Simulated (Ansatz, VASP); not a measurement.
# Two plane-wave programs on Ni

Contents of INCAR:

```
PREC     = Accurate       # precision mode
ENCUT    = 520            # plane-wave cutoff, eV
EDIFF    = 1E-7           # SCF threshold, eV
ISMEAR   = -1             # smearing method
SIGMA    = 0.05           # smearing width, eV
LREAL    = False          # projectors in reciprocal space
LASPH    = True           # aspherical terms in the spheres
NELM     = 120            # most SCF steps
ALGO     = Normal         # electronic algorithm
ISIF     = 2              # what is computed and relaxed
LWAVE    = False          # write WAVECAR
LCHARG   = False          # write CHGCAR
ISPIN    = 2              # spin polarisation
MAGMOM   = 1              # initial moments
LORBIT   = 11             # projections on sites
LMAXMIX  = 4              # l up to which the mixer works
GGA      = PS             # functional
NBANDS   = 15             # bands
```

The input KPOINTS:

```
Automatic mesh
0
Gamma
  13 13 13
```

Contents of POSCAR:

```
Ni
1.0
   -1.4019243406      1.4019243406      1.4019243406
    1.4019243406     -1.4019243406      1.4019243406
    1.4019243406      1.4019243406     -1.4019243406
Ni
1
Direct
    0.0000000000      0.0000000000      0.0000000000
```

File input.yaml:

```yaml
crystal:
  lattice:
    - [-1.4019243406, 1.4019243406, 1.4019243406]
    - [1.4019243406, -1.4019243406, 1.4019243406]
    - [1.4019243406, 1.4019243406, -1.4019243406]
  atoms:
    - { symbol: Ni, position: [0.0, 0.0, 0.0], spin: 1.0 }
hamiltonian:
  xc: pbesol
  pseudopotentials: { kind: paw }
magnetization:
  spin_polarized: true
kpoints:
  mp_grid: { grid: [13, 13, 13] }
scf:
  occupations: { method: fermi_dirac, width: 0.05 }
output:
  forces: true
  stress: true
  eigenvalues: true
```

Change from the starting cell: volume scaled by 1.04.

Alike in both runs: task single point; functional PBEsol; k mesh 13 × 13 × 13; occupations fermi-dirac, width 0.05 eV; collinear spin, ferromagnetic start.

```csv
,VASP,Ansatz
version,VASP 6.6.1,Ansatz 0.2.0
potentials or method,"VASP PAW PBE potentials, release 64 (Ni)",Ansatz PAW
plane-wave cutoff (eV),520,420
valence electrons in the cell,10,18
```

```tsv
	VASP	Ansatz	Ansatz less VASP
gap on the k mesh at the Fermi level (eV)	none	none	-
pressure (GPa)	-9.9	-9.9	-0.06
net moment per atom (μB)	0.60	0.61	+0.013
size of the moment on the site where the two differ most (μB)	0.60	0.64	+0.035
```

Site moments also hang on the region over which each program counts them. A gap of «none» marks a metal or a gap that the smearing closes. The functional is the same, so the differences come from potentials, cutoffs and numerics. The two sets of potentials don't hold the same shells in valence.

Caveats: the PAW data sets were made with another functional, which shifts forces and pressure a little (VASP); the PAW data sets come from PBE, with cores solved anew for the run's functional, which leaves a small shift of forces and pressure (Ansatz).
